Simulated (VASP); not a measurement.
# InAs (F-43m) in VASP: single point with PBE0

Aim: the single point of InAs with PBE0.

Program: VASP 6.6.1. These are calculated values, not measurements. Logs are shortened: lines on timing, memory, paths and dates and some standing lists are left out, and cuts for length are marked.

**The experiment to reproduce.**

From a printed reference work, data compilation, for a bulk crystal of InAs at 4.2 K: band gap 0.418 eV (direct).

The results are compared with them further down.

### 1 The cell of the first run

Symmetry: F-43m, No. 216, cubic system. Conventional cell: a = 6.109 Å, b = 6.109 Å, c = 6.109 Å, α = 90.00°, β = 90.00°, γ = 90.00°. Within 3.5 Å of In (site symmetry -43m) lie 4 As at 2.65 Å. As (site symmetry -43m) has 4 In at 2.65 Å within 3.5 Å.

### 2 Single point, PBE0

Input file POSCAR:

```
InAs
1.0
    0.0000000000      3.0545916286      3.0545916286
    3.0545916286      0.0000000000      3.0545916286
    3.0545916286      3.0545916286      0.0000000000
In As
1 1
Direct
    0.0000000000      0.0000000000      0.0000000000
    0.2500000000      0.2500000000      0.2500000000
```

Input file INCAR.step1:

```
  ALGO = Normal
  EDIFF = 1E-5
  ENCUT = 520
  GGA = PE
  ISIF = 2
  ISMEAR = 0
  LASPH = True
  LREAL = False
  LWAVE = True
  NBANDS = 16
  NELM = 60
  PREC = Accurate
  SIGMA = 0.01
```

Input file INCAR.step2:

```
  AEXX = 0.25
  ALGO = Normal
  EDIFF = 1E-6
  ENCUT = 520
  GGA = PE
  ISIF = 2
  ISMEAR = 0
  ISTART = 1
  LASPH = True
  LCHARG = True
  LELF = True
  LHFCALC = True
  LREAL = False
  LVHAR = True
  LWAVE = False
  NBANDS = 16
  NELM = 60
  PREC = Accurate
  PRECFOCK = Normal
  SIGMA = 0.01
```

Input file KPOINTS:

```
k-points
0
Gamma
  6 6 6
```

Potentials or basis: VASP PAW PBE potentials, release 64 (In_d, As).

On the command line:

```
cat potpaw_PBE.64/In_d/POTCAR potpaw_PBE.64/As/POTCAR > POTCAR
cp INCAR.step1 INCAR
mpirun -np 1 vasp_std > vasp.out
cp INCAR.step2 INCAR
mpirun -np 1 vasp_std > vasp.out
```

OUTCAR:

```text
AEXX = 0.25
   EDIFF = 1E-6
   ENCUT = 520
   GGA = PE
   ISIF = 2
   ISMEAR = 0
   ISTART = 1
   LASPH = True
   LHFCALC = True
   LREAL = False
   NELM = 60
   PREC = Accurate
   PRECFOCK = Normal

 ion  position               nearest neighbor table
   1  0.000  0.000  0.000-   2 2.65   2 2.65   2 2.65   2 2.65
   2  0.250  0.250  0.250-   1 2.65   1 2.65   1 2.65   1 2.65

  LATTYP: Found a face centered cubic cell.
 ALAT       =     6.1091832572

  Lattice vectors:

 A1 = (   0.0000000000,   3.0545916286,   3.0545916286)
 A2 = (   3.0545916286,   0.0000000000,   3.0545916286)
 A3 = (   3.0545916286,   3.0545916286,   0.0000000000)

Analysis of symmetry for initial positions (statically):
=====================================================================
 Subroutine PRICEL returns:
 Original cell was already a primitive cell.

 Routine SETGRP: Setting up the symmetry group for a
 face centered cubic supercell.

 Subroutine GETGRP returns: Found 24 space group operations
 (whereof 24 operations were pure point group operations)
 out of a pool of 48 trial point group operations.

The static configuration has the point symmetry T_d .

Analysis of symmetry for dynamics (positions and initial velocities):
=====================================================================
 Subroutine PRICEL returns:
 Original cell was already a primitive cell.

 Routine SETGRP: Setting up the symmetry group for a
 face centered cubic supercell.

 Subroutine GETGRP returns: Found 24 space group operations
 (whereof 24 operations were pure point group operations)
 out of a pool of 48 trial point group operations.

The dynamic configuration has the point symmetry T_d .

 Subroutine INISYM returns: Found 24 space group operations
 (whereof 24 operations are pure point group operations),
 and found     1 'primitive' translations

----------------------------------------------------------------------------------------

                                     Primitive cell

  volume of cell :      57.0019

  direct lattice vectors                    reciprocal lattice vectors
     0.000000000  3.054591629  3.054591629    -0.163688002  0.163688002  0.163688002
     3.054591629  0.000000000  3.054591629     0.163688002 -0.163688002  0.163688002
[... 81 lines left out ...]
   NFREE  =      0    steps in history (QN), initial steepest desc. (CG)
   ISIF   =      2    stress and relaxation
   ISYM   =      3    0-nonsym 1-usesym 2-fastsym
   POTIM  = 0.5000    time-step for ionic-motion
   TEBEG  =    0.0;   TEEND  =   0.0 temperature during run
   PSTRESS=    0.0 pullay stress
   NELECT =      18.0000    total number of electrons
   NUPDOWN=      -1.0000    fix difference up-down
   EMIN   =  10.00;   EMAX   =-10.00  energy-range for DOS
   EFERMI =   0.00;   METHOD = LEGACY
   ISMEAR =     0;   SIGMA  =   0.01  broadening in eV -4-tet -1-fermi 0-gaus
   EFERMI_NEDOS =   21; number of points for ismear=-14 and -15
   IALGO  =     38    algorithm
   IMIX   =      1    mixing-type and parameters
     AMIX     =   0.40;   BMIX     =  1.00
     AMIX_MAG =   1.60;   BMIX_MAG =  1.00
  volume/ion in A,a.u.               =      28.50       192.33
  Fermi-wavevector in a.u.,A,eV,Ry     =   1.114814  2.106693 16.909468  1.242811
  Thomas-Fermi vector in A             =   2.251413
   LORBIT       =      0    0 simple, 1 ext, 2 COOP (PROOUT), +10 PAW based schemes
   GGA     = PE    functional components
   LHFCALC =     T    Hartree Fock is set to
   PRECFOCK=normal    Normal, Fast or Accurate (Low or Medium for compatibility)
   ENCUT4O =  -1.0   cutoff for four orbital integrals eV
   NKREDX  =     1    reduce k-point grid by
   NKREDY  =     1    reduce k-point grid by
   NKREDZ  =     1    reduce k-point grid by
   AEXX    =    0.2500 exact exchange contribution
   HFSCREEN=    0.0000 screening length (either q_TF or 0.3 A-1)
   HFSCREENC=   0.0000 screening length for correlation (either q_TF or 0.3 A-1)
   ENCUTFOCK=  -1.0 apply spherical cutoff to Coloumb kernel
   IVDW    =     0    specifies the selected vdW correction
   LEPSILON=     F    determine dielectric tensor
   LRPA    =     F    only Hartree local field effects (RPA)
 non-spin polarized calculation
 Gauss-broadening in eV      SIGMA  =   0.01
  energy-cutoff  :      520.00
  volume of cell :       57.00
 maximum number of plane-waves:      1572
  NGX = 28; NGY = 28; NGZ = 28

 number of electron      17.9999996 magnetization

 Free energy of the ion-electron system (eV)
  ---------------------------------------------------
  ext. energy  EPLUGINS =         0.00000000
  ---------------------------------------------------
  free energy    TOTEN  =       -10.10008876 eV

  energy without entropy =      -10.10008876  energy(sigma->0) =      -10.10008876

 E-fermi :   3.5150     XC(G=0):  -7.0983

 val. band max:        3.4726641119   @ k =   0.0000   0.0000   0.0000
 cond. band min:       4.4099905526   @ k =   0.0000   0.0000   0.0000
 fundamental gap:      0.9373264407
 Fermi energy:         3.5149978977

 k-point     1 :       0.0000    0.0000    0.0000
  band No.  band energies     occupation
      1     -12.7036      2.00000
      2     -12.7036      2.00000
      3     -12.7036      2.00000
      4     -12.5822      2.00000
      5     -12.5822      2.00000
      6      -9.4652      2.00000
[... 281 lines left out ...]
      3     -12.6349      2.00000
      4     -12.6021      2.00000
      5     -12.5711      2.00000
      6      -7.3411      2.00000
[... 8 lines left out ...]
     15      16.7682      0.00000
     16      16.9193      0.00000

------------------------ aborting loop because EDIFF is reached ----------------------------------------

  FORCE on cell =-STRESS in cart. coord.  units (eV):
  Direction    XX          YY          ZZ          XY          YZ          ZX
  --------------------------------------------------------------------------------------
  -------------------------------------------------------------------------------------
  Total       -0.1660974     -0.1660974     -0.1660974      0.0000000     -0.0000000      0.0000000
  in kB       -4.6685694     -4.6685694     -4.6685694      0.0000000     -0.0000000      0.0000000
  external PRESSURE =      -4.6685694 kB  Pullay stress =       0.0000000 kB

 VOLUME and BASIS-vectors are now :
 -----------------------------------------------------------------------------
  energy-cutoff  :      520.00
  volume of cell :       57.00
      direct lattice vectors                 reciprocal lattice vectors
     0.000000000  3.054591629  3.054591629    -0.163688002  0.163688002  0.163688002
     3.054591629  0.000000000  3.054591629     0.163688002 -0.163688002  0.163688002
     3.054591629  3.054591629  0.000000000     0.163688002  0.163688002 -0.163688002

 POSITION                                       TOTAL-FORCE (eV/Angst)
 -----------------------------------------------------------------------------------
      0.00000      0.00000      0.00000         0.000000      0.000000     -0.000000
      1.52730      1.52730      1.52730        -0.000000     -0.000000      0.000000
 -----------------------------------------------------------------------------------
    total drift:                                0.000023      0.000022      0.000012

  FREE ENERGIE OF THE ION-ELECTRON SYSTEM (eV)
  ---------------------------------------------------
  free  energy   TOTEN  =       -10.1000887648 eV

  energy  without entropy=      -10.1000887648  energy(sigma->0) =      -10.10008876
```

It took 87 min on 1 thread of Oxide Virtual Turin-like, shared host; peak memory 0.19 GiB.

Results:

```yaml
Free_energy: -10.1001 eV
Pressure: -0.5 GPa
Band_gap_on_the_k_mesh: 0.94 eV
```

Caveat: the PAW data sets were made with another functional, which shifts forces and pressure a little; spin-orbit coupling is left out, which moves the levels of the heavy elements.

### 3 Comparison with measurements

Step 2. Measured gap of InAs: 0.418 eV (direct; 4.2 K; a printed reference work, data compilation). This calculation gives 0.94 eV (+0.52 eV). Spin-orbit coupling on As, In is left out. The value is that of PBE0, without temperature or zero-point motion.
